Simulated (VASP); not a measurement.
**RbCl: single point with PBE+D3(BJ)**

The system is RbCl, a slab with vacuum.

```
Rb Cl
1.0
     4.65787    0.00000    0.00000
     0.00000    4.65787    0.00000
     0.00000    0.00000   23.58722
Rb Cl
3 3
Cartesian
  2.3289 2.3289 8.5000
  0.0000 0.0000 11.7936
  2.3289 2.3289 15.0872
  0.0000 0.0000 8.5000
  2.3289 2.3289 11.7936
  0.0000 0.0000 15.0872
```

The cell isn't the ideal one: clean slab, lower half held.

| Item | Value |
| --- | --- |
| Program | VASP 6.6.1 |
| Task | single point |
| Functional | PBE |
| Dispersion | D3(BJ) |
| Potentials or basis | VASP PAW PBE potentials, release 64 (Rb_sv, Cl) |
| Cutoff | 520 eV |
| k mesh | 6 × 6 × 1 |
| Occupations | gaussian, width 0.05 eV |
| Spin | no spin polarisation |

* Largest force: 0.026 eV/Å
* Band gap on the k mesh: 4.77 eV, direct
* Dispersion energy per atom: -0.137 eV

Forces on the atoms (eV/Å):
```
Rb   0.000  0.000  0.026
Rb   0.000  0.000  0.000
Rb   0.000  0.000 -0.026
Cl   0.000  0.000 -0.021
Cl   0.000  0.000  0.000
Cl   0.000  0.000  0.021
```

Levels at points of the mesh, in eV from the valence-band top:
```tsv
k point	band 21	band 22	band 23	band 24	band 25	band 26	band 27	band 28
(0.00, 0.00, 0.00)	-0.02	-0.02	0.00	0.00	4.77	5.10	5.85	6.29
(0.50, 0.00, 0.00)	-0.29	-0.28	-0.23	-0.12	6.58	6.66	6.89	6.98
(0.50, 0.50, 0.00)	-0.20	-0.15	-0.15	-0.03	6.43	6.43	7.27	7.27
```

Wall time 7.3 min on 1 thread of Intel(R) Xeon(R) Platinum 8488C (Sapphire Rapids), on a shared host, peak memory 0.59 GiB.
